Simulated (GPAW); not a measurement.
# TaSi2 (P6_422) in GPAW: band structure with r2SCAN

Aim: the band structure of TaSi2 with r2SCAN.

Program: GPAW 26.7.0. These are calculated values, not measurements. Logs are shortened: lines on timing, memory, paths and dates and some standing lists are left out, and cuts for length are marked. The log counts tension as positive stress, the text compression.

### Step 1. The structure

Symmetry: P6_422, No. 181, hexagonal system. The conventional cell has a = 4.784 Å, b = 4.784 Å, c = 6.570 Å, α = 90.00°, β = 90.00°, γ = 120.00°. Ta (site symmetry 222) has 10 Si at 2.61 to 2.83 Å as nearest neighbours. Around Si (site symmetry 2) lie 5 Si at 2.56 to 2.83 Å and 5 Ta at 2.61 to 2.83 Å.

### Step 2. Band structure, r2SCAN

The input, run.py:

```python
from ase import Atoms
from ase.dft.bandgap import bandgap
from ase.io import write
from ase.units import GPa
from gpaw import GPAW, PW

atoms = Atoms(['Ta', 'Ta', 'Ta', 'Si', 'Si', 'Si', 'Si', 'Si', 'Si'],
              cell=[[4.7839, 0.0, 0.0],
                    [-2.39195, 4.1429789292, 0.0],
                    [0.0, 0.0, 6.57]],
              scaled_positions=[[0.0, 0.5, 0.3333333333],
                                [0.5, 0.5, 0.6666666667],
                                [0.5, 0.0, 0.0],
                                [0.31794, 0.15897, 0.3333333333],
                                [0.15897, 0.84103, 0.6666666667],
                                [0.84103, 0.68206, 0.0],
                                [0.68206, 0.84103, 0.3333333333],
                                [0.84103, 0.15897, 0.6666666667],
                                [0.15897, 0.31794, 0.0]],
              pbc=True)

calc = GPAW(mode=PW(600),
            xc='MGGA_X_R2SCAN+MGGA_C_R2SCAN',
            kpts={'size': (4, 4, 3), 'gamma': True},
            occupations={'name': 'fermi-dirac', 'width': 0.05},
            nbands=57,
            convergence={'density': 1e-05, 'energy': 1e-05},
            maxiter=150,
            txt='gpaw.txt')
atoms.calc = calc
energy = atoms.get_potential_energy()
forces = atoms.get_forces()
stress = atoms.get_stress()
calc.write('gs.gpw')
write('result.traj', atoms)
print(f'Energy: {energy:.6f} eV')
print('Forces (eV/A):')
print(forces.round(4))
print('Stress (GPa):', (stress / GPa).round(3))
print('Fermi level:', round(calc.get_fermi_level(), 4), 'eV')
print(f'Gap: {bandgap(calc)[0]:.4f} eV, direct: {bandgap(calc, direct=True)[0]:.4f} eV')

path = atoms.cell.bandpath('GMKGALHA,LM,KH', npoints=80, eps=1e-4)
bs_calc = calc.fixed_density(kpts=path, symmetry='off', nbands=85,
                             convergence={'bands': 'CBM+6.0', 'eigenstates': 1e-6}, txt='bands.txt')
bs = bs_calc.band_structure()
bs.write('bs.json')
print(f'Gap on the path: {bandgap(bs_calc)[0]:.4f} eV')
```

Potentials or basis: GPAW PAW data sets (gpaw-data 1.2.1), pw.

On the command line:

```
$ OMP_NUM_THREADS=1 python run.py
```

gpaw.txt:

```text
__  _  _
 | _ |_)|_||  |
 |__||  | ||/\| - 26.7.0

Input parameters:
  mode=PW(ecut=600.0),
  convergence={'density': 1e-05, 'energy': 1e-05},
  kpts=MonkhorstPack(size=(4, 4, 3), gamma=True),
  maxiter=150,
  nbands=57,
  occupations=Occupations(name='fermi-dirac', width=0.05),
  xc=XC(name='MGGA_X_R2SCAN+MGGA_C_R2SCAN')

Diagonalizing LCAO Hamiltonian
Converting LCAO to pw mode

          Si
               Ta
                Si  Si
         Ta
              Si
                  Si
           Si
                Ta

Atoms  # Å, Bohr magnetons
|   | symbol |         x |        y |        z |    initial magnetic moments |
|---|--------|-----------|----------|----------|-----------------------------|
| 0 |     Ta | -1.195975 | 2.071489 | 2.190000 | ( 0.0000,  0.0000,  0.0000) |
| 1 |     Ta |  1.195975 | 2.071489 | 4.380000 | ( 0.0000,  0.0000,  0.0000) |
| 2 |     Ta |  2.391950 | 0.000000 | 0.000000 | ( 0.0000,  0.0000,  0.0000) |
| 3 |     Si |  1.140745 | 0.658609 | 2.190000 | ( 0.0000,  0.0000,  0.0000) |
| 4 |     Si | -1.251205 | 3.484370 | 4.380000 | ( 0.0000,  0.0000,  0.0000) |
| 5 |     Si |  2.391950 | 2.825760 | 0.000000 | ( 0.0000,  0.0000,  0.0000) |
| 6 |     Si |  1.251205 | 3.484370 | 2.190000 | ( 0.0000,  0.0000,  0.0000) |
| 7 |     Si |  3.643155 | 0.658609 | 4.380000 | ( 0.0000,  0.0000,  0.0000) |
| 8 |     Si | -0.000000 | 1.317219 | 0.000000 | ( 0.0000,  0.0000,  0.0000) |

Unit cell  # Å
| periodic |         x |        y |        z |  lengths |     angles |
|----------|-----------|----------|----------|----------|------------|
|      yes |  4.783900 | 0.000000 | 0.000000 | 4.783900 |  90.000000 |
|      yes | -2.391950 | 4.142979 | 0.000000 | 4.783900 |  90.000000 |
|      yes |  0.000000 | 0.000000 | 6.570000 | 6.570000 | 120.000000 |

Number of symmetries: 4
Symmetry operations  # r_c * U_cc + t_c -> r_c
|   | kind |            matrix            |
|---|------|------------------------------|
| 0 |  E   |  1, 0, 0,  0, 1, 0,  0, 0, 1 |
| 1 |  C2  |  1, 0, 0, -1,-1, 0,  0, 0,-1 |
| 2 |  C2  | -1, 0, 0,  1, 1, 0,  0, 0,-1 |
| 3 |  C2  | -1, 0, 0,  0,-1, 0,  0, 0, 1 |

BZ-sampling:
  Number of BZ points: 48
  Number of IBZ points: 14

  Monkhorst-Pack size: [4, 4, 3]
  Monkhorst-Pack shift: [0.125, 0.125, 0.0]

K-points  # in reciprocal-cell coordinates
|     |                                coordinates |     weight |
|-----|--------------------------------------------|------------|
|   0 | (  0.00000000,   0.00000000,   0.00000000) | 0.02083333 |
|   1 | (  0.00000000,   0.00000000,   0.33333333) | 0.04166667 |
|   2 | (  0.00000000,   0.25000000,   0.00000000) | 0.04166667 |
|   3 | (  0.00000000,   0.25000000,   0.33333333) | 0.08333333 |
|   4 | (  0.00000000,   0.50000000,   0.00000000) | 0.02083333 |
|   5 | (  0.00000000,   0.50000000,   0.33333333) | 0.04166667 |
|   6 | (  0.25000000,   0.00000000,   0.00000000) | 0.08333333 |
|   7 | (  0.25000000,   0.00000000,   0.33333333) | 0.16666667 |
|   8 | (  0.25000000,   0.50000000,   0.00000000) | 0.08333333 |
|   9 | (  0.25000000,   0.50000000,   0.33333333) | 0.16666667 |
| ... |                                            |            |
|  13 | (  0.50000000,   0.50000000,   0.33333333) | 0.08333333 |

Plane wave coefficients: 4400
Cutoff: 600.0 eV

Spin-components: 1 (collinear spins)
Bands:           57
Projectors:      48
Spin-degeneracy: 2
Datatype:        complex128

Parallelization:
  kpt:    1
  domain: 1
  band:   1

Density:
  Valence electrons: 63.0
  Components: 1
  Grid points: [28 28 40]
  Charge: 0.0  # |e|

Potential:
  Grid points: [28 28 40]

species:
  Ta:
    name:    Tantalum
    Z:       73.0
    valence: 13
    core:    60
    charge:  0.0  # [|e|]
    compensation charges:
      type: gauss
      rc: 0.42  # [Å]
      lmax: 2
    cutoffs:
      filter: 2.36  # [Å]
      core: 3.45  # [Å]
    projectors
    | kind |    occ | energy [eV] | rcut [Å] |
    |------|--------|-------------|----------|
    |   5s |  2.000 |     -72.790 |    1.365 |
    |   6s |  2.000 |      -5.429 |    1.365 |
    |   5p |  6.000 |     -39.427 |    1.349 |
    |   6p |  0.000 |      -1.396 |    1.349 |
    |   5d |  3.000 |      -3.603 |    1.307 |
    |    d |        |      23.609 |    1.307 |

    Using partial waves for Ta as LCAO basis

  Si:
    name:    Silicon
    Z:       14.0
    valence: 4
    core:    10
    charge:  0.0  # [|e|]
    compensation charges:
      type: gauss
      rc: 0.33  # [Å]
      lmax: 2
    cutoffs:
      filter: 1.86  # [Å]
      core: 2.06  # [Å]
    projectors
    | kind |    occ | energy [eV] | rcut [Å] |
    |------|--------|-------------|----------|
    |   3s |  2.000 |     -10.812 |    1.058 |
    |   3p |  2.000 |      -4.081 |    1.058 |
    |    s |        |      16.399 |    1.058 |
    |    p |        |      23.130 |    1.058 |
    |    d |        |       0.000 |    1.058 |

    Using partial waves for Si as LCAO basis

Reference energy: -1319835.389704  # eV

eigensolver:
  PPCG
  Converge bands: occupied
  niter=2

density mixing:
  MSR1-Mixer
  Pratt-step length: 0.05
  Maximum mixing coefficient: 0.75
  Old densities: 10
  SVD Regularization: 0.005
  Good broyden scale: 1.0
  Trust region scale: 1.0
  Backstep threshold: 4.0
  History deletion threshold: 6.0
  Fourier metric: weight=20.0, sigma=0.015

occupation numbers:
  Fermi-Dirac:
    width: 0.0500  # eV

poisson solver:
  ecut: 4800.0  # eV

xc functional:
  name: MGGA_X_R2SCAN+MGGA_C_R2SCAN with 2 nearest neighbor stencil

convergence criteria:
[... 6 lines left out ...]
|iter     | |      energy | eigst |  dens |
|---------|-|-------------|-------|-------|
|iter:   1| | -132.668547 | +0.47 |       |
|iter:   2| | -125.133382 | -1.24 | -1.22 |
|iter:   3| | -129.080160 | -0.61 | -1.22 |
|iter:   4| | -125.335666 | -0.69 | -0.98 |
|iter:   5| | -125.413490 | -2.35 | -1.71 |
|iter:   6| | -125.425813 | -3.30 | -2.31 |
|iter:   7| | -125.418458 | -3.80 | -2.40 |
|iter:   8| | -125.418800 | -5.04 | -2.96 |
|iter:   9| | -125.418902c| -5.85 | -3.43 |
|iter:  10| | -125.418907c| -6.62 | -3.83 |
|iter:  11| | -125.418909c| -7.30 | -4.18 |
|iter:  12| | -125.418910c| -8.09c| -4.61 |
|iter:  13| | -125.418910c| -8.47c| -5.19c|

Converged in 13 steps
Energy contributions relative to reference atoms: (reference = -1319835.389704)

Energy contributions:
  Kinetic:          71.432845
  Coulomb:         -59.708515
  Zero:             -1.032062
  External:          0.000000
  Xc:             -136.096166
  Entropy:          -0.030025
  Spinorbit:         0.000000
  ----------------------------
  Free energy:    -125.433923
  Extrapolated:   -125.418910

dipole moment: (-8.536856, -14.786255, -51.902675)  # |e|*Ang

Fermi level: 11.622
Eigenvalues  # (at kpt = [0.000, 0.000, 0.000])
| band index |      eig [eV] | occ [0-2] |
|------------|---------------|-----------|
|          0 |       -57.953 |     2.000 |
|        ... |               |           |
|         24 |         8.719 |     2.000 |
|         25 |         8.719 |     2.000 |
|         26 |         8.814 |     2.000 |
|         27 |         8.859 |     2.000 |
|         28 |         8.859 |     2.000 |
|         29 |         9.140 |     2.000 |
[... 8 lines left out ...]
|         38 |        15.617 |     0.000 |
|         39 |        15.617 |     0.000 |
|        ... |               |           |
|         56 |        23.932 |     0.000 |

No gap
No difference between direct/indirect transitions

Forces  # eV/Ang
|        x |        y |        z |
|----------|----------|----------|
|  0.00000 |  0.00000 |  0.00006 |  # Ta   0
|  0.00000 |  0.00000 | -0.00006 |  # Ta   1
|  0.00000 |  0.00000 |  0.00000 |  # Ta   2
| -0.07617 | -0.04380 |  0.00000 |  # Si   3
| -0.07617 |  0.04380 | -0.00000 |  # Si   4
|  0.00000 |  0.08791 | -0.00000 |  # Si   5
|  0.07617 |  0.04380 |  0.00000 |  # Si   6
|  0.07617 | -0.04380 | -0.00000 |  # Si   7
|  0.00000 | -0.08791 |  0.00000 |  # Si   8

Stress tensor  # eV/Ang^3
|         x |         y |         z |
|-----------|-----------|-----------|
| -0.001431 |  0.000000 |  0.000000 |
|  0.000000 | -0.001433 |  0.000000 |
|  0.000000 |  0.000000 | -0.002103 |

# Writing to gs.gpw (mode='')
```

Wall time 16 min (1 thread of Arm Neoverse V2, shared host); peak memory 1.1 GiB.

What came out:

- Free energy: -125.4339 eV
- Pressure: 0.3 GPa
- Largest force: 0.088 eV/Å
- Band gap along the path: none (metal or under the smearing width)

Forces on the atoms (eV/Å):
```
Ta   0.000  0.000  0.000
Ta   0.000  0.000  0.000
Ta   0.000  0.000  0.000
Si  -0.076 -0.044  0.000
Si  -0.076  0.044  0.000
Si   0.000  0.088  0.000
Si   0.076  0.044  0.000
Si   0.076 -0.044  0.000
Si   0.000 -0.088  0.000
```

Levels at the corners of the path, in eV from the Fermi level:
```csv
point,band 28,band 29,band 30,band 31,band 32,band 33,band 34,band 35,band 36,band 37
Γ,-2.76,-2.76,-2.48,-2.48,-1.85,0.72,3.11,3.11,3.59,3.61
M,-2.30,-1.26,-0.89,-0.22,-0.22,0.78,1.12,1.52,1.94,2.29
K,-1.97,-1.94,-1.94,0.22,0.22,0.45,2.14,2.14,2.19,2.19
Γ,-2.76,-2.76,-2.48,-2.48,-1.85,0.72,3.11,3.11,3.59,3.61
A,-2.51,-2.39,-2.15,-2.15,1.10,1.10,2.68,2.68,3.55,3.55
L,-2.31,-2.25,-2.06,-0.85,-0.42,1.51,1.96,2.56,2.57,2.66
H,-2.68,-0.93,-0.93,-0.27,-0.27,0.92,1.58,1.58,2.31,2.89
A,-2.51,-2.39,-2.15,-2.15,1.10,1.10,2.68,2.68,3.55,3.55
L,-2.31,-2.25,-2.06,-0.85,-0.42,1.51,1.96,2.56,2.57,2.66
M,-2.30,-1.26,-0.89,-0.22,-0.22,0.78,1.12,1.52,1.94,2.29
K,-1.97,-1.94,-1.94,0.22,0.22,0.45,2.14,2.14,2.19,2.19
H,-2.68,-0.93,-0.93,-0.27,-0.27,0.92,1.58,1.58,2.31,2.89
```

Caveat: the k mesh is coarse (spacing up to 0.38 Å⁻¹), so the values aren't converged; the PAW data sets were made with another functional, which shifts forces and pressure a little; spin-orbit coupling is left out, which moves the levels of the heavy elements.
